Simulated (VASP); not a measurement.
# Al (Im-3m) in VASP: settings compared

One crystal, Al, is run at these levels: optPBE-vdW, r2SCANh; tasks: single point, relaxation of the atoms.

Everything below comes from runs of VASP 6.6.1. Logs are shortened: lines on timing, memory, paths and dates and some standing lists are left out, and cuts for length are marked.

### 1 Starting point

The structure is cubic, space group Im-3m (No. 229). Conventional cell: a = 3.182 Å, b = 3.182 Å, c = 3.182 Å, α = 90.00°, β = 90.00°, γ = 90.00°. Al (site symmetry m-3m) is surrounded by 8 Al at 2.76 Å.

This isn't the form of Al at room conditions, which is fcc.

### 2 Single point, optPBE-vdW, collinear spin, ferromagnetic start

File INCAR:

```
SYSTEM = Al
PREC = Accurate
ENCUT = 520
EDIFF = 1E-6
ISMEAR = -1
SIGMA = 0.1
LREAL = Auto
LASPH = .TRUE.
NELM = 80
ALGO = Normal
ISIF = 2
LWAVE = .FALSE.
LCHARG = .TRUE.
ISPIN = 2
MAGMOM = 0.5 0.5
LORBIT = 11
GGA = OR
LUSE_VDW = .TRUE.
AGGAC = 0.0
LELF = .TRUE.
LVHAR = .TRUE.
NBANDS = 14
```

File Al.cif:

```cif
data_Al
_cell_length_a 3.18243738
_cell_length_b 3.18243738
_cell_length_c 3.18243738
_cell_angle_alpha 90.00000000
_cell_angle_beta 90.00000000
_cell_angle_gamma 90.00000000
_space_group_name_H-M_alt 'Im-3m'
_space_group_name_Hall '-I 4 2 3'
_space_group_IT_number 229
loop_
_space_group_symop_operation_xyz
'x,y,z'
'-x,-y,-z'
'-y,x,z'
'y,-x,-z'
'-x,-y,z'
'x,y,-z'
'y,-x,z'
'-y,x,-z'
'x,-y,-z'
'-x,y,z'
'-y,-x,-z'
'y,x,z'
'-x,y,-z'
'x,-y,z'
'y,x,-z'
'-y,-x,z'
'z,x,y'
'-z,-x,-y'
'z,-y,x'
'-z,y,-x'
'z,-x,-y'
'-z,x,y'
'z,y,-x'
'-z,-y,x'
'-z,x,-y'
'z,-x,y'
'-z,-y,-x'
'z,y,x'
'-z,-x,y'
'z,x,-y'
'-z,y,x'
'z,-y,-x'
'y,z,x'
'-y,-z,-x'
'x,z,-y'
'-x,-z,y'
'-y,z,-x'
'y,-z,x'
'-x,z,y'
'x,-z,-y'
'-y,-z,x'
'y,z,-x'
'-x,-z,-y'
'x,z,y'
'y,-z,-x'
'-y,z,x'
'x,-z,y'
'-x,z,-y'
'x+1/2,y+1/2,z+1/2'
'-x+1/2,-y+1/2,-z+1/2'
'-y+1/2,x+1/2,z+1/2'
'y+1/2,-x+1/2,-z+1/2'
'-x+1/2,-y+1/2,z+1/2'
'x+1/2,y+1/2,-z+1/2'
'y+1/2,-x+1/2,z+1/2'
'-y+1/2,x+1/2,-z+1/2'
'x+1/2,-y+1/2,-z+1/2'
'-x+1/2,y+1/2,z+1/2'
'-y+1/2,-x+1/2,-z+1/2'
'y+1/2,x+1/2,z+1/2'
'-x+1/2,y+1/2,-z+1/2'
'x+1/2,-y+1/2,z+1/2'
'y+1/2,x+1/2,-z+1/2'
'-y+1/2,-x+1/2,z+1/2'
'z+1/2,x+1/2,y+1/2'
'-z+1/2,-x+1/2,-y+1/2'
'z+1/2,-y+1/2,x+1/2'
'-z+1/2,y+1/2,-x+1/2'
'z+1/2,-x+1/2,-y+1/2'
'-z+1/2,x+1/2,y+1/2'
'z+1/2,y+1/2,-x+1/2'
'-z+1/2,-y+1/2,x+1/2'
'-z+1/2,x+1/2,-y+1/2'
'z+1/2,-x+1/2,y+1/2'
'-z+1/2,-y+1/2,-x+1/2'
'z+1/2,y+1/2,x+1/2'
'-z+1/2,-x+1/2,y+1/2'
'z+1/2,x+1/2,-y+1/2'
'-z+1/2,y+1/2,x+1/2'
'z+1/2,-y+1/2,-x+1/2'
'y+1/2,z+1/2,x+1/2'
'-y+1/2,-z+1/2,-x+1/2'
'x+1/2,z+1/2,-y+1/2'
'-x+1/2,-z+1/2,y+1/2'
'-y+1/2,z+1/2,-x+1/2'
'y+1/2,-z+1/2,x+1/2'
'-x+1/2,z+1/2,y+1/2'
'x+1/2,-z+1/2,-y+1/2'
'-y+1/2,-z+1/2,x+1/2'
'y+1/2,z+1/2,-x+1/2'
'-x+1/2,-z+1/2,-y+1/2'
'x+1/2,z+1/2,y+1/2'
'y+1/2,-z+1/2,-x+1/2'
'-y+1/2,z+1/2,x+1/2'
'x+1/2,-z+1/2,y+1/2'
'-x+1/2,z+1/2,-y+1/2'
loop_
_atom_site_label
_atom_site_type_symbol
_atom_site_symmetry_multiplicity
_atom_site_Wyckoff_symbol
_atom_site_fract_x
_atom_site_fract_y
_atom_site_fract_z
_atom_site_occupancy
Al1 Al 2 a 0.0000000000 0.0000000000 0.0000000000 1
```

File KPOINTS:

```
Automatic mesh
0
G
  8 8 8
  0 0 0
```

File POSCAR:

```
Al
 1.0000000000000000
     3.1824373800000001    0.0000000000000000    0.0000000000000000
     0.0000000000000000    3.1824373800000001    0.0000000000000000
     0.0000000000000000    0.0000000000000000    3.1824373800000001
 Al 
   2
Cartesian
  0.0000000000000000  0.0000000000000000  0.0000000000000000
  1.5912186900000000  1.5912186900000000  1.5912186900000000
```

Potentials or basis: VASP PAW PBE potentials, release 64 (Al).

Launch:

```bash
$ ase convert -i cif -o vasp Al.cif POSCAR
$ cat potpaw_PBE.64/Al/POTCAR > POTCAR
$ mpirun -np 1 vasp_std > vasp.out
```

OUTCAR:

```text
SYSTEM = Al
   PREC = Accurate
   ENCUT = 520
   EDIFF = 1E-6
   ISMEAR = -1
   LREAL = Auto
   LASPH = .TRUE.
   NELM = 80
   ISIF = 2
   ISPIN = 2
   LORBIT = 11
   GGA = OR

 ion  position               nearest neighbor table
   1  0.000  0.000  0.000-   2 2.76   2 2.76   2 2.76   2 2.76   2 2.76   2 2.76   2 2.76   2 2.76

   2  0.500  0.500  0.500-   1 2.76   1 2.76   1 2.76   1 2.76   1 2.76   1 2.76   1 2.76   1 2.76

  LATTYP: Found a simple cubic cell.
 ALAT       =     3.1824373800

  Lattice vectors:

 A1 = (   3.1824373800,   0.0000000000,   0.0000000000)
 A2 = (   0.0000000000,   3.1824373800,   0.0000000000)
 A3 = (   0.0000000000,   0.0000000000,   3.1824373800)

Analysis of symmetry for initial positions (statically):
=====================================================================
 Subroutine PRICEL returns following result:

  LATTYP: Found a body centered cubic cell.
 ALAT       =     3.1824373800
[... 12 lines left out ...]
 Subroutine GETGRP returns: Found 48 space group operations
 (whereof 48 operations were pure point group operations)
 out of a pool of 48 trial point group operations.

The static configuration has the point symmetry O_h .

Analysis of symmetry for dynamics (positions and initial velocities):
=====================================================================
 Subroutine PRICEL returns following result:

  LATTYP: Found a body centered cubic cell.
 ALAT       =     3.1824373800
[... 12 lines left out ...]
 Subroutine GETGRP returns: Found 48 space group operations
 (whereof 48 operations were pure point group operations)
 out of a pool of 48 trial point group operations.

The dynamic configuration has the point symmetry O_h .

Analysis of structural, dynamic, and magnetic symmetry:
=====================================================================
 Subroutine PRICEL returns following result:

  LATTYP: Found a body centered cubic cell.
 ALAT       =     3.1824373800
[... 12 lines left out ...]
 Subroutine GETGRP returns: Found 48 space group operations
 (whereof 48 operations were pure point group operations)
 out of a pool of 48 trial point group operations.

The overall configuration has the point symmetry O_h .

 Subroutine INISYM returns: Found 48 space group operations
 (whereof 48 operations are pure point group operations),
 and found     2 'primitive' translations

----------------------------------------------------------------------------------------

                                     Primitive cell

  volume of cell :      16.1157

  direct lattice vectors                    reciprocal lattice vectors
     1.591218690  1.591218690 -1.591218690     0.314224565  0.314224565  0.000000000
    -1.591218690  1.591218690  1.591218690    -0.000000000  0.314224565  0.314224565
     1.591218690 -1.591218690  1.591218690     0.314224565  0.000000000  0.314224565

  length of vectors
[... 145 lines left out ...]
      2      10.1280      0.00000
      3      10.1280      0.00000
      4      10.1280      0.00000
      5      11.2796      0.00000
      6      11.2796      0.00000
      7      14.0653      0.00000
      8      21.6206      0.00000
      9      21.6206      0.00000
     10      21.6206      0.00000
     11      23.2260      0.00000
     12      23.2260      0.00000
     13      23.2260      0.00000
     14      24.8231      0.00000
[... 379 lines left out ...]
      3       6.2933      1.00000
      4       6.2933      1.00000
      5      13.0143      0.00000
      6      13.0143      0.00000
      7      16.3285      0.00000
      8      16.3285      0.00000
      9      20.1585      0.00000
     10      20.1585      0.00000
     11      23.1217      0.00000
     12      23.1217      0.00000
     13      26.8319      0.00000
     14      26.8319      0.00000

 [... further k-points ...]

 spin component 2

 k-point     1 :       0.0000    0.0000    0.0000
  band No.  band energies     occupation
      1      -3.0314      1.00000
      2      10.1284      0.00000
      3      10.1284      0.00000
      4      10.1284      0.00000
      5      11.2798      0.00000
      6      11.2798      0.00000
      7      14.0657      0.00000
      8      21.6210      0.00000
      9      21.6210      0.00000
     10      21.6210      0.00000
     11      23.2264      0.00000
     12      23.2264      0.00000
     13      23.2264      0.00000
     14      24.8233      0.00000
[... 379 lines left out ...]
      3       6.2936      1.00000
      4       6.2936      1.00000
      5      13.0146      0.00000
      6      13.0146      0.00000
      7      16.3289      0.00000
      8      16.3289      0.00000
      9      20.1588      0.00000
     10      20.1588      0.00000
     11      23.1220      0.00000
     12      23.1220      0.00000
     13      26.8322      0.00000
     14      26.8322      0.00000

 [... further k-points ...]

------------------------ aborting loop because EDIFF is reached ----------------------------------------

  FORCE on cell =-STRESS in cart. coord.  units (eV):
  Direction    XX          YY          ZZ          XY          YZ          ZX
  --------------------------------------------------------------------------------------
  -------------------------------------------------------------------------------------
  Total        1.0092008      1.0092008      1.0092008      0.0000000      0.0000000     -0.0000000
  in kB       50.1658970     50.1658970     50.1658970      0.0000000      0.0000000     -0.0000000
  external PRESSURE =      50.1658970 kB  Pullay stress =       0.0000000 kB

 VOLUME and BASIS-vectors are now :
 -----------------------------------------------------------------------------
  energy-cutoff  :      520.00
  volume of cell :       32.23
      direct lattice vectors                 reciprocal lattice vectors
     3.182437380  0.000000000  0.000000000     0.314224565  0.000000000  0.000000000
     0.000000000  3.182437380  0.000000000     0.000000000  0.314224565  0.000000000
     0.000000000  0.000000000  3.182437380     0.000000000  0.000000000  0.314224565

 POSITION                                       TOTAL-FORCE (eV/Angst)
 -----------------------------------------------------------------------------------
      0.00000      0.00000      0.00000        -0.000000     -0.000000      0.000000
      1.59122      1.59122      1.59122         0.000000      0.000000     -0.000000
 -----------------------------------------------------------------------------------
    total drift:                               -0.000000     -0.000000      0.000000

  FREE ENERGIE OF THE ION-ELECTRON SYSTEM (eV)
  ---------------------------------------------------
  free  energy   TOTEN  =        -4.1320296010 eV

  energy  without entropy=       -4.0950641547  energy(sigma->0) =       -4.11354688

Total vdW correction in eV:      1.0340958

 total charge

# of ion       s       p       d       tot
------------------------------------------
    1        0.448   0.337   0.000   0.785
    2        0.448   0.337   0.000   0.785
--------------------------------------------------
tot          0.896   0.674   0.000   1.570

 magnetization (x)

# of ion       s       p       d       tot
------------------------------------------
    1        0.000   0.000   0.000   0.000
    2        0.000   0.000   0.000   0.000
--------------------------------------------------
tot          0.000   0.000   0.000   0.000
```

It took 34 s on 1 thread of Intel Xeon Platinum 8488C (Sapphire Rapids), shared host; peak memory 0.27 GiB.

Results:

| Property | Result |
| --- | --- |
| Free energy | -4.1320 eV |
| Pressure | 5.0 GPa |
| Band gap on the k mesh | none (metal or under the smearing width) |
| Net moment | 0.00 μB per cell |
| Valence electrons inside the program's atomic spheres | Al 0.79 |

Caveat: the PAW data sets were made with another functional, which shifts forces and pressure a little.

(Part 1 of 2 ends here.)
